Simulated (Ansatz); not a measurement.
**Hf: response to a displaced atom**

Hf is deformed so: atom 2 (Hf) moved by (0.000, 0.000, 0.030) Å. What stress and forces result, by LAPW, PAW and all-electron datasets made for the crystal?

Computed with Ansatz 0.2.0 (DFT PBE, scalar-relativistic, unless a step's input says otherwise).

3 further runs of the same task are left out: 2 that didn't finish, 1 set aside as unsound or not needed.

## 1. The starting structure

The structure is cubic, space group Fd-3m (No. 227). The conventional cell has a = 6.540 Å, b = 6.540 Å, c = 6.540 Å, α = 90.00°, β = 90.00°, γ = 90.00°. Around Hf (site symmetry -43m) lie 4 Hf at 2.83 Å.

Structure file:

```
CELL_PARAMETERS angstrom
0.00000 3.27004 3.27004
3.27004 0.00000 3.27004
3.27004 3.27004 0.00000
ATOMIC_POSITIONS crystal
Hf 0.00000 0.00000 0.00000
Hf 0.25000 0.25000 0.25000
```

Atoms are numbered in the order of the input: Hf1, Hf2.

## 2. The deformed structure

Space group Fd-3m before, Imma after.

## 3. LAPW, all electrons

The input, input.yaml:

```yaml
crystal:
  lattice:
    - [0.0, 3.2700369591, 3.2700369591]
    - [3.2700369591, 0.0, 3.2700369591]
    - [3.2700369591, 3.2700369591, 0.0]
  atoms:
    - { symbol: Hf, position: [0.0, 0.0, 0.0] }
    - { symbol: Hf, position: [0.2545871041, 0.2545871041, 0.2454128959] }
kpoints:
  mp_grid: { grid: [10, 10, 10] }
scf:
  occupations: { method: fermi_dirac, width: 0.03 }
hamiltonian:
  xc: pbe
  pseudopotentials: { kind: all_electron, lapw: { basis_error: 0.0005 } }
output:
  forces: true
  stress: true
  eigenvalues: true
```

Started as:

```bash
ansatz run input.yaml --threads 1 --pin off --max-ram 2048MiB --backend cpu --events-out ev --progress --plain --runs-dir out
```

## 4. Frozen-core PAW

input.yaml: that of step 3 with these lines changed.

```diff
@@ -14,3 +14,3 @@
   xc: pbe
-  pseudopotentials: { kind: all_electron, lapw: { basis_error: 0.0005 } }
+  pseudopotentials: { kind: paw }
 output:
@@ -19 +19,2 @@
   eigenvalues: true
+  efg: { contact_densities: true }
```

## 5. All-electron PAW on datasets made for the crystal

input.yaml: that of step 4 with these lines changed.

```diff
@@ -14,3 +14,3 @@
   xc: pbe
-  pseudopotentials: { kind: paw }
+  pseudopotentials: { kind: all_electron, datasets: crystal }
 output:
```

(Steps that only read results are left out.)

What does the calculation give? Wanted: pressure; largest shear or deviatoric stress; force on Hf2 along the move.

**Answer**, as computed:

| quantity | value |
| --- | --- |
| pressure | LAPW -0.01, PAW -0.01, crystal datasets -0.02 GPa |
| largest shear or deviatoric stress (LAPW) | 0.74 GPa |
| force on Hf2 along the move | -0.071 eV/Å |

What this shows: Hf2 feels a force against its move, a stiffness of 2.35 eV/Å² with all periodic images moving together. No run of the undeformed cell stands beside it, so the pressure holds what the given cell had before the change. PAW: stress within 0.01 GPa of LAPW, forces within 1 meV/Å. Crystal datasets: stress within 0.01 GPa of LAPW, forces within 1 meV/Å. Spin-orbit coupling is left out, though the cell holds Hf; in elements this heavy it can shift bands and gaps by tenths of an eV.
